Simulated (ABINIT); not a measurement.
## AgBr: band structure with WC

The system is AgBr.

```
Ag Br
1.0
     0.00000    2.87015    2.87015
     2.87015    0.00000    2.87015
     2.87015    2.87015    0.00000
Ag Br
1 1
Direct
  0.00000 0.00000 0.00000
  0.50000 0.50000 0.50000
```

```json
{"Program": "ABINIT 10.8.3 (patched build)", "Task": "band structure", "Functional": "WC", "Potentials or basis": "JTH PAW PBE v2.0", "Cutoff": "463 eV", "k mesh": "8 × 8 × 8", "Occupations": "fermi-dirac, width 0.05 eV", "Spin": "spin-orbit coupling, no magnetisation", "Fine-grid cutoff": "925.187 eV", "Exchange and correlation inside the PAW spheres": "full angular mesh (pawxcdev 0, this build's default; the released program takes 1)"}
```

```
Pressure                                              : -1.6 GPa
Band gap on the k mesh                                : 0.40 eV, indirect (least direct gap 2.24 eV)
Band gap along the path                               : 0.40 eV, indirect (least direct gap 2.24 eV)
Valence electrons inside the program's atomic spheres : Ag 9.66; Br 4.89
```

Levels at the corners of the path, in eV from the valence-band top:
| point | band 16 | band 17 | band 18 | band 19 | band 20 | band 21 |
| --- | --- | --- | --- | --- | --- | --- |
| Γ | -1.84 | -1.84 | -1.84 | 0.40 | 0.40 | 9.75 |
| X | -2.31 | -2.20 | -2.20 | 1.38 | 1.38 | 6.83 |
| W | -2.20 | -1.62 | -1.62 | 3.61 | 3.61 | 6.90 |
| K | -2.03 | -1.29 | -1.29 | 2.76 | 2.76 | 6.60 |
| Γ | -1.84 | -1.84 | -1.84 | 0.40 | 0.40 | 9.75 |
| L | -0.15 | 0.00 | 0.00 | 3.45 | 3.45 | 6.41 |
| U | -2.03 | -1.29 | -1.29 | 2.76 | 2.76 | 6.60 |
| W | -2.20 | -1.62 | -1.62 | 3.61 | 3.61 | 6.90 |
| L | -0.15 | 0.00 | 0.00 | 3.45 | 3.45 | 6.41 |
| K | -2.03 | -1.29 | -1.29 | 2.76 | 2.76 | 6.60 |

Run time: 3.8 min on 1 thread of Arm Neoverse V1, with other jobs on the host, peak memory 0.26 GiB.

Caveat: the PAW data sets were made with another functional, which shifts forces and pressure a little.
